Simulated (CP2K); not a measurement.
# TiAl under changes of volume

One of the cells (16.065 Å³/atom); the others are scaled copies at fixed shape and fractional positions:

```
CELL_PARAMETERS angstrom
3.17906 0.00000 0.00000
0.00000 3.17906 0.00000
0.00000 0.00000 3.17906
ATOMIC_POSITIONS crystal
Ti 0.00000 0.00000 0.00000
Al 0.50000 0.50000 0.50000
```

The cell comes from a database or a generator and needn't be the stable form of this composition.

| Item | Value |
| --- | --- |
| Program | CP2K 2026.2 |
| Functional | LDA |
| Potentials or basis | GTH_POTENTIALS Ti GTH-PADE-q12, Al GTH-PADE-q3; TZVP-MOLOPT-PBE-GTH basis |
| Density cutoff | 6123 eV |
| k mesh | 8 × 8 × 8 |
| Occupations | fermi-dirac, width 0.1 eV |
| Spin | no spin polarisation |

```csv
volume (Å³/atom),energy over the lowest point (meV/atom),pressure (GPa)
15.101,0.00,1.2
15.422,?,?
15.743,6.70,-3.8
16.065,17.04,-5.9
16.386,31.43,-7.9
16.707,49.48,-9.6
17.028,70.80,-11.1
```

What does the run at 15.422 Å³/atom give?

Energy over the lowest point 0.85 meV/atom; pressure -1.5 GPa.

Worked out: A Birch-Murnaghan fit of order 3 (a polynomial in V^(-2/3)) to the other rows has its minimum at 15.21 Å³/atom with B0 = V·E''(V) = 126 GPa and B' = 3.9. It gives 0.86 meV/atom at 15.422 Å³/atom, against the run's 0.85, and -dE/dV = -1.7 GPa, against -1.5.

Energies are extrapolated to zero smearing.

Caveats: the basis of atomic orbitals isn't converged, which shifts pressures, moduli and gaps.
